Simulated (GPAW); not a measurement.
Set up this calculation in GPAW 26.7.0, as an ASE script.

- Task: band structure
- Functional: revPBE
- Potentials or basis: the program's PAW data sets (release 1.2.1) made for this functional
- Cutoff: 800 eV
- Basis: pw
- k mesh: 11 × 11 × 11
- Occupations: fermi-dirac, width 0.05 eV
- Spin: collinear spin, ferromagnetic start
- Starting moments: [1.0, 0.0] μB
- Maxiter: 150
- Band path: GXWKGLUWLK,UX
- Band points: 60

The structure of NiO lies in POSCAR:

```
NiO
1.0
    0.0000000000      2.0859016414      2.0859016414
    2.0859016414      0.0000000000      2.0859016414
    2.0859016414      2.0859016414      0.0000000000
Ni O
1 1
Direct
    0.0000000000      0.0000000000      0.0000000000
    0.5000000000      0.5000000000      0.5000000000
```

The input as run:

run.py

```python
from ase.dft.bandgap import bandgap
from ase.io import read, write
from ase.units import GPa
from gpaw import GPAW, PW

atoms = read('POSCAR')
atoms.set_initial_magnetic_moments([1.0, 0.0])

calc = GPAW(mode=PW(800),
            xc='revPBE',
            kpts={'size': (11, 11, 11), 'gamma': True},
            occupations={'name': 'fermi-dirac', 'width': 0.05},
            nbands=22,
            convergence={'density': 1e-05, 'energy': 1e-05},
            maxiter=150,
            txt='gpaw.txt')
atoms.calc = calc
energy = atoms.get_potential_energy()
forces = atoms.get_forces()
stress = atoms.get_stress()
calc.write('gs.gpw')
write('result.traj', atoms)
print(f'Energy: {energy:.6f} eV')
print('Forces (eV/A):')
print(forces.round(4))
print('Stress (GPa):', (stress / GPa).round(3))
print('Moments:', calc.get_magnetic_moments().round(3))
print('Fermi level:', round(calc.get_fermi_level(), 4), 'eV')
print(f'Gap: {bandgap(calc)[0]:.4f} eV, direct: {bandgap(calc, direct=True)[0]:.4f} eV')

path = atoms.cell.bandpath('GXWKGLUWLK,UX', npoints=60, eps=1e-4)
bs_calc = calc.fixed_density(kpts=path, symmetry='off', nbands=31,
                             convergence={'bands': 'CBM+6.0', 'eigenstates': 1e-6}, txt='bands.txt')
bs = bs_calc.band_structure()
bs.write('bs.json')
print(f'Gap on the path: {bandgap(bs_calc)[0]:.4f} eV')
```

Potentials or basis: the program's PAW data sets (release 1.2.1) made for this functional, pw.

Command:

```sh
$ OMP_NUM_THREADS=1 python run.py
```

Results of the run:

The pressure is 15.4 GPa. The band gap along the path is none (metal or under the smearing width) and the net moment is 1.79 μB per cell. The site moments are Ni +1.49; O +0.21 μB.

Caveat: the stock nickel data set gives pressures a few GPa off other programs; so large a pressure means that the cell lies far from this level's equilibrium, or that cutoff or potentials fall short; a cell with one magnetic atom can't hold antiferromagnetic order, which such compounds often take; semilocal functionals often make such compounds metallic where correlation or magnetic order opens a gap, which also shifts bond lengths.

Run time: 92 s on 1 thread of Arm Neoverse V1 (shared host), peak memory 0.28 GiB.
